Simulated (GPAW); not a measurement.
The system is NiO.

```
CELL_PARAMETERS angstrom
2.50462 0.00000 0.00000
0.00000 2.50462 0.00000
0.00000 0.00000 2.50462
ATOMIC_POSITIONS crystal
Ni 0.00000 0.00000 0.00000
O 0.50000 0.50000 0.50000
```

Measurements of this composition are mostly on another form, of space group No. 225.

Program: GPAW 26.7.0. Alike in all runs: task single point; potentials or basis GPAW PAW data sets (gpaw-data 1.2.1), pw; spin collinear, ferromagnetic start; cell as given; k mesh 11 × 11 × 11; cutoff (eV) 800; smearing fermi-dirac 0.05 eV.

Problem. Order these runs on this cell by their pressure, lowest first.
A. level r2SCAN+U; U Ni d U = 8 eV
B. level r2SCAN
C. level r2SCAN+U; U Ni d U = 4 eV

Solution. A (29.2 GPa), C (31.9 GPa), B (34.0 GPa).

Caveats: the stock nickel data set gives pressures a few GPa off other programs; a pressure of tens of GPa on the cell as given is suspect, and the run, the potentials or the cell itself is likely at fault; the PAW data sets were made with another functional, which shifts forces and pressure a little; a cell with one magnetic atom can't hold antiferromagnetic order, which such compounds often take.
